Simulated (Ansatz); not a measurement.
A 6-atom cell of CO2 from a published structure, relaxed with r2SCAN: 8 runs in Ansatz, each a construction of maximally localised Wannier functions. It is tetragonal, I-42d (No. 122); a = 3.910 Å, c = 5.935 Å in the conventional setting, 7.56 Å³ an atom. Around C lie 4 O at 1.39 Å; around O lie 2 C at 1.39 Å. Computed at 0 K without zero-point motion; spin polarisation is off.

```
CELL_PARAMETERS angstrom
-1.95481 1.95481 2.96733
1.95481 -1.95481 2.96733
1.95481 1.95481 -2.96733
ATOMIC_POSITIONS crystal
C 0.00000 0.00000 0.00000
C 0.75000 0.25000 0.50000
O 0.37500 0.29235 0.41735
O 0.70765 0.12500 0.08265
O 0.87500 0.95765 0.58265
O 0.04235 0.62500 0.91735
```

Windows count from the top of the filled bands; a dash means that no such window was set (without an outer window there is no disentanglement). Rows marked drawn have settings drawn at random (some not listed).

```
functional  SCF mesh  trial orbitals  functions   mesh     window (eV)  frozen (eV)  settings  Ω total (Å²)  Ω invariant (Å²)  largest spread (Å²)  least projectability  interpolation miss of the model's filled bands (eV, to the nearest computed level)
       PBE     8×8×8        O s, O p         16  6×6×6               –            –    chosen          8.59              7.34                 0.57                  0.80                                                                               0.001
       PBE     8×8×8        O s, O p         16  4×4×4               –            –    chosen          8.40              7.14                 0.56                  0.80                                                                               0.010
       PBE     8×8×8        O s, O p         16  8×8×8               –            –    chosen          8.66              7.42                 0.57                  0.80                                                                               0.001
       PBE     8×8×8             O p         12  6×6×6               –            –    chosen          9.96              9.68                 0.99                  0.57                                                                               0.007
    r2SCAN     8×8×8        O s, O p         16  6×6×6               –            –    chosen          8.46              7.24                 0.56                  0.80                                                                               0.001
    r2SCAN     8×8×8             O p         12  6×6×6               –            –    chosen          9.78              9.52                 0.98                  0.57                                                                               0.005
       PBE     8×8×8             O p         12  4×4×4               –            –     drawn          9.65              9.35                 0.96                  0.57                                                                               0.041
       PBE     8×8×8        C s, O p         14  6×6×6  -21.8 to +20.4            –     drawn          8.05              7.63                 1.05                  0.14                                                                               2.414
```

For O s, O p with PBE the spread goes 8.40 Å² (4×4×4), 8.59 Å² (6×6×6), 8.66 Å² (8×8×8): finite differences on a coarse mesh understate it.
